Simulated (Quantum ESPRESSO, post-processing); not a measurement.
# 2H-MoS2, 1 layer: a series in the share of short-range exact exchange, part 3 of 3

Wanted: a table for 2H-MoS2, 1 layer against the share of short-range exact exchange, and what can be fitted to it.

Quantum ESPRESSO 7.5; plane-wave DFT, PBE, SG15 norm-conserving pseudopotentials.

So far. Step 2 (Relaxing cell and ions of the reference):  The last row is no step: it is a fresh SCF in the final cell with a new plane-wave basis, -0 meV from the row before.

## (7) Ground state, 0.4

Level of this step: plane-wave DFT, screened hybrid with 0.4 exact exchange, SG15 norm-conserving pseudopotentials (Quantum ESPRESSO 7.5). input_dft overrides the functional of the files.

File m6.scf.in:

```
&control
  prefix = 'm6.scf'
  outdir = './out'
  pseudo_dir = './pseudo'
  calculation = 'scf'
  tprnfor = .true.
/
&system
  ibrav = 0
  nat = 3
  ntyp = 2
  ecutwfc = 60
  ecutrho = 240
  occupations = 'fixed'
  nbnd = 16
  input_dft = 'hse'
  exx_fraction = 0.4
  nqx1 = 3
  nqx2 = 3
  nqx3 = 1
  ecutfock = 60
/
&electrons
  conv_thr = 1e-08
  mixing_beta = 0.6
  electron_maxstep = 120
/
ATOMIC_SPECIES
  S   32.0600  S_ONCV_PBE-1.2.upf
  Mo  95.9500  Mo_ONCV_PBE-1.2.upf
CELL_PARAMETERS angstrom
  3.18303330000000 0.00000000000000 0.00000000000000
  -1.59151665000000 2.75658769900000 0.00000000000000
  0.00000000000000 0.00000000000000 18.26259773800000
ATOMIC_POSITIONS crystal
  S   0.333333333300 0.666666666700 0.414453301200
  Mo  0.000000000000 0.000000000000 0.500000000000
  S   0.333333333300 0.666666666700 0.585546698800
K_POINTS automatic
  9 9 1 0 0 0
```

Started as:

```sh
$ OMP_NUM_THREADS=1 mpirun -n 4 pw.x -nk 4 -in m6.scf.in > m6.scf.out
```

Log:

```text
[banner, memory and clock lines left out]
Program PWSCF v.7.5 starts
[...]
Message from routine setup:
[...]
number of electrons       =        26.00
     number of Kohn-Sham states=           16
     kinetic-energy cutoff     =      60.0000  Ry
     charge density cutoff     =     240.0000  Ry
[...]
number of k points=    12
[...]
Dense  grid:    67857 G-vectors     FFT dimensions: (  30,  30, 180)
[...]
negative rho (up, down):  1.279E-04 0.000E+00
     Starting wfcs are random
[...]
negative rho (up, down):  1.079E-05 0.000E+00
[...]
estimated scf accuracy    <       0.09422113 Ry
[...]
negative rho (up, down):  3.974E-06 0.000E+00
[...]
estimated scf accuracy    <       0.04349826 Ry
[...]
negative rho (up, down):  1.958E-06 0.000E+00
[...]
estimated scf accuracy    <       0.05750870 Ry
[...]
estimated scf accuracy    <       0.00050339 Ry
[...]
estimated scf accuracy    <       0.00090195 Ry
[...]
estimated scf accuracy    <       0.00004232 Ry
[...]
estimated scf accuracy    <       0.00001817 Ry
[...]
estimated scf accuracy    <       0.00000016 Ry
[...]
estimated scf accuracy    <       0.00000009 Ry
[...]
highest occupied, lowest unoccupied level (ev):    -0.5059    1.1579
!    total energy              =    -178.25379523 Ry
     estimated scf accuracy    <          5.7E-09 Ry
     convergence has been achieved in  10 iterations
[...]
estimated scf accuracy    <       0.02039543 Ry
[...]
estimated scf accuracy    <       0.06575789 Ry
[...]
estimated scf accuracy    <       0.00007710 Ry
[...]
estimated scf accuracy    <       0.00004903 Ry
[...]
estimated scf accuracy    <       0.00000018 Ry
[...]
estimated scf accuracy    <       0.00000017 Ry
[...]
highest occupied, lowest unoccupied level (ev):    -1.0826    1.3777
!    total energy              =    -178.15381302 Ry
     estimated scf accuracy    <          6.1E-10 Ry
     convergence has been achieved in   7 iterations
[...]
estimated scf accuracy    <       0.00041550 Ry
[...]
estimated scf accuracy    <       0.00103250 Ry
[...]
estimated scf accuracy    <       0.00000790 Ry
[...]
estimated scf accuracy    <       0.00000083 Ry
[...]
estimated scf accuracy    <       0.00000001 Ry
[...]
highest occupied, lowest unoccupied level (ev):    -1.1044    1.3824
!    total energy              =    -178.15609412 Ry
     estimated scf accuracy    <          1.4E-09 Ry
     convergence has been achieved in   6 iterations
[...]
estimated scf accuracy    <       0.00002754 Ry
[...]
estimated scf accuracy    <       0.00006334 Ry
[...]
estimated scf accuracy    <       0.00000070 Ry
[...]
estimated scf accuracy    <       0.00000007 Ry
[...]
highest occupied, lowest unoccupied level (ev):    -1.1096    1.3824
!    total energy              =    -178.15639394 Ry
     estimated scf accuracy    <          2.3E-09 Ry
     convergence has been achieved in   5 iterations
[...]
estimated scf accuracy    <       0.00000270 Ry
[...]
estimated scf accuracy    <       0.00000563 Ry
[...]
estimated scf accuracy    <       0.00000010 Ry
[...]
estimated scf accuracy    <       0.00000002 Ry
[...]
highest occupied, lowest unoccupied level (ev):    -1.1111    1.3820
!    total energy              =    -178.15631004 Ry
     estimated scf accuracy    <          5.8E-10 Ry
     convergence has been achieved in   5 iterations
[...]
estimated scf accuracy    <       0.00000040 Ry
[...]
estimated scf accuracy    <       0.00000079 Ry
[...]
estimated scf accuracy    <       0.00000002 Ry
[...]
highest occupied, lowest unoccupied level (ev):    -1.1112    1.3819
!    total energy              =    -178.15631450 Ry
     estimated scf accuracy    <          1.0E-09 Ry
     convergence has been achieved in   4 iterations
[...]
estimated scf accuracy    <       0.00000005 Ry
[...]
estimated scf accuracy    <       0.00000004 Ry
[...]
highest occupied, lowest unoccupied level (ev):    -1.1109    1.3823
!    total energy              =    -178.15631543 Ry
     estimated scf accuracy    <          9.0E-09 Ry
     convergence has been achieved in   3 iterations
[...]
estimated scf accuracy    <       0.00000007 Ry
[...]
estimated scf accuracy    <       0.00000022 Ry
[...]
highest occupied, lowest unoccupied level (ev):    -1.1110    1.3820
!    total energy              =    -178.15631566 Ry
     estimated scf accuracy    <          3.2E-10 Ry
     convergence has been achieved in   3 iterations
[...]
highest occupied, lowest unoccupied level (ev):    -1.1110    1.3819
!    total energy              =    -178.15631571 Ry
     estimated scf accuracy    <          2.5E-09 Ry
     convergence has been achieved in   1 iterations
[...]
!!   total energy              =    -178.15631572 Ry
[...]
Total force =     0.044082     Total SCF correction =     0.000116
[...]
```

It took 1.9 min on 4 MPI ranks of Intel Xeon at 2.70GHz, shared host; peak memory 2.6 GiB; 7.4 min of CPU time.

Read from the output:

| Property | Result |
| --- | --- |
| free energy | -2423.9402 eV |
| valence top, on the run's zero | -1.111 eV |
| conduction bottom, on the run's zero | 1.382 eV |
| gap by band count | 2.493 eV |

## (8) The series side by side

The series in one table:

```csv
"the share of short-range exact exchange (0.25 is HSE06, 0 is PBE)",gap on the mesh (eV),vacuum level over the valence top (eV)
0,1.664,5.938
0.1,1.864,6.097
0.15,1.966,6.177
0.2,2.069,6.257
0.25,2.173,6.337
0.3,2.279,6.417
0.4,2.493,6.574
```

## (9) A check by hand

A line through all members has gap = 1.658 + 2.073 α eV and misses single members by up to 0.006 eV; a gap of 2.16 eV, 0.5 above the first member's, would need α = (2.16 − 1.658)/2.073 = 0.24.

## (10) Outcome

```yaml
gap_at_a_share_of_0p25_hse06: 2.17 eV
gap_on_the_mesh_at_0_and_at_0p4: 1.66, 2.49 eV
vacuum_level_over_the_valence_top_at_0_and_at_0p4: 5.94, 6.57 eV
```

The series holds 7 members; gap at a share of 0.25 (HSE06): 2.17 eV. From 0 to 0.4 the gap on the mesh rises from 1.66 to 2.49 eV. From 0 to 0.4 the vacuum level over the valence top rises from 5.94 to 6.57 eV. The valence top sinks by 1.59 eV and the gap opens by 2.07 eV per unit share, so the valence top carries 77 % of the opening. Gaps are those of the mesh; no spin-orbit coupling; the q mesh was not tested; the geometry stays that of PBE.

[Logs are printed without paths, hosts, clocks, repeated set-up lines and the standing remarks that a program may print on its own settings, such as how far it seeks lower states.]

[Hosts, paths, dates, database ids (printed as entryN), source tags and the programs' standing remarks are cut or masked in the printed files.]

[Maps of the electrostatic potential energy from Ansatz leave out the sawtooth potential of an applied field or a dipole correction, so their vacuum need not be flat; planar profiles and work functions include it.]
